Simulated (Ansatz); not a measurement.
# RbHgO4: from a guess to a relaxed structure

Aim: relax a trial structure of RbHgO4 and see where it ends.

Program: Ansatz 0.2.0. Level of theory: DFT PBE, scalar-relativistic, plane waves, PAW. These are calculated values, not measurements.

## (1) The system as given

Symmetry: P4/mmm, No. 123, tetragonal system. The conventional cell has a = 4.289 Å, b = 4.289 Å, c = 6.066 Å, α = 90.00°, β = 90.00°, γ = 90.00°. Rb (site symmetry 4/mmm) has 8 O at 2.63 Å as nearest neighbours. Hg (site symmetry 4/mmm) has 8 O at 2.63 Å as nearest neighbours. Around O (site symmetry 2mm) lie 2 Rb at 2.63 Å and 2 Hg at 2.63 Å.

As a file:

```
Rb Hg O
1.0
     4.28906    0.00000    0.00000
     0.00000    4.28906    0.00000
     0.00000    0.00000    6.06564
Rb Hg O
1 1 4
Direct
  0.00000 0.00000 0.00000
  0.50000 0.50000 0.50000
  0.50000 0.00000 0.25000
  0.00000 0.50000 0.75000
  0.50000 0.00000 0.75000
  0.00000 0.50000 0.25000
```

Recipe of the guess: ordered mixture on the cation sites of fluorite (P4/mmm, No. 123). Lengths come from tabulated atomic sizes and are only a guess.

## (2) A first look at the guess

Input file input.yaml:

```yaml
crystal:
  lattice:
    - [4.28905654, 0.0, 0.0]
    - [0.0, 4.28905654, 0.0]
    - [0.0, 0.0, 6.06564193]
  atoms:
    - { symbol: Rb, position: [0.0, 0.0, 0.0] }
    - { symbol: Hg, position: [0.5, 0.5, 0.5] }
    - { symbol: O, position: [0.5, 0.0, 0.25] }
    - { symbol: O, position: [0.0, 0.5, 0.75] }
    - { symbol: O, position: [0.5, 0.0, 0.75] }
    - { symbol: O, position: [0.0, 0.5, 0.25] }
basis:
  ecutwfc: 420
kpoints:
  mp_grid: { grid: [4, 4, 4] }
hamiltonian:
  xc: pbe
scf:
  occupations: { method: gaussian, width: 0.1 }
  lower_state_search: "off"
output:
  forces: true
  stress: true
  eigenvalues: true
```

Command:

```sh
ansatz run input.yaml --threads 1 --pin off --max-ram 2048MiB --backend cpu --events-out ev --progress --plain --runs-dir out
```

Further runs follow: rough relaxation on the coarse mesh; full relaxation.

Q: Predict the outcome of this session. Wanted: conventional cell; volume; energy over the elements; gap on the mesh.

As calculated:

```
                                                              quantity                                                                      value
                                symmetry at the end (tolerance 0.05 Å)                                               space group P4/mmm (No. 123)
                                                     conventional cell  a = 4.726 Å, b = 4.726 Å, c = 5.076 Å, α = 90.00°, β = 90.00°, γ = 90.00°
                                                                volume                                                              18.90 Å³/atom
energy over the elements (uncorrected; H, N, O, F and Cl as molecules)                                                              -0.09 eV/atom
                                                       gap on the mesh                                                               none (metal)
```

The space group P4/mmm (No. 123) is kept, and the volume per atom grows by 1.6 % from the first guess. It lies below the elements, which doesn't yet make it stable: competing phases were not computed in this session. No finished test with a distortion of lower symmetry is shown, so the end may be a saddle point. The runs treat Hg without spin-orbit coupling. The final runs have no spin polarisation, so no magnetic state was tried and one may lie lower.
